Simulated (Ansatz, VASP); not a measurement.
## One calculation of SnTe, two programs

POSCAR

```
SnTe
1.0
    0.0000000000      3.1893545757      3.1893545757
    3.1893545757      0.0000000000      3.1893545757
    3.1893545757      3.1893545757      0.0000000000
Sn Te
1 1
Direct
    0.0000000000      0.0000000000      0.0000000000
    0.5000000000      0.5000000000      0.5000000000
```

Contents of INCAR.step1:

```
SYSTEM = SnTe
PREC = Accurate
ENCUT = 520
ISMEAR = -1
SIGMA = 0.02
LREAL = .False.
LASPH = .True.
NELM = 60
NBANDS = 17
GGA = PE
ALGO = Normal
EDIFF = 1E-4
LWAVE = .True.
LCHARG = .False.
```

File INCAR.step2:

```
SYSTEM = SnTe
PREC = Accurate
ENCUT = 520
EDIFF = 1E-7
ISMEAR = -1
SIGMA = 0.02
LREAL = .False.
LASPH = .True.
NELM = 60
ALGO = Normal
ISIF = 2
LWAVE = .False.
LCHARG = .False.
METAGGA = R2SCAN
LMIXTAU = .True.
NBANDS = 17
ISTART = 1
```

File KPOINTS:

```
Automatic mesh
0
Gamma
  8 8 8
  0 0 0
```

Input for Ansatz:

```yaml
crystal:
  lattice:
    - [0.0, 3.1893545757, 3.1893545757]
    - [3.1893545757, 0.0, 3.1893545757]
    - [3.1893545757, 3.1893545757, 0.0]
  atoms:
    - { symbol: Sn, position: [0.0, 0.0, 0.0] }
    - { symbol: Te, position: [0.5, 0.5, 0.5] }
kpoints:
  mp_grid: { grid: [8, 8, 8] }
  band_path:
    path:
      - [0.0, 0.0, 0.0]
      - [0.5, 0.0, 0.5]
      - [0.625, 0.25, 0.625]
      - [0.375, 0.375, 0.75]
      - [0.5, 0.5, 0.5]
      - [0.5, 0.25, 0.75]
      - [0.0, 0.0, 0.5]
    npoints: 1
hamiltonian:
  xc: r2scan
scf:
  occupations: { method: fermi_dirac, width: 0.02 }
  n_extra_bands: 4
output:
  forces: true
  stress: true
  eigenvalues: true
```

Alike in both runs: task single point; functional r2SCAN; k mesh 8 × 8 × 8; occupations fermi-dirac, width 0.02 eV; no spin polarisation.

|  | VASP | Ansatz |
| --- | --- | --- |
| version | VASP 6.6.1 | Ansatz 0.2.0 |
| potentials or method | VASP PAW PBE potentials, release 64 (Sn_d, Te) | plane waves, PAW |
| plane-wave cutoff (eV) | 520 | 500 |
| valence electrons in the cell | 20 | 30 |

```csv
,VASP,Ansatz,Ansatz less VASP
pressure (GPa),-0.1,-0.1,+0.01
```

The functional is the same, so the differences come from potentials, cutoffs and numerics. The two sets of potentials don't hold the same shells in valence.

Caveats: the PAW data sets were made with another functional, which shifts forces and pressure a little (VASP); spin-orbit coupling is left out, which moves the levels of the heavy elements.
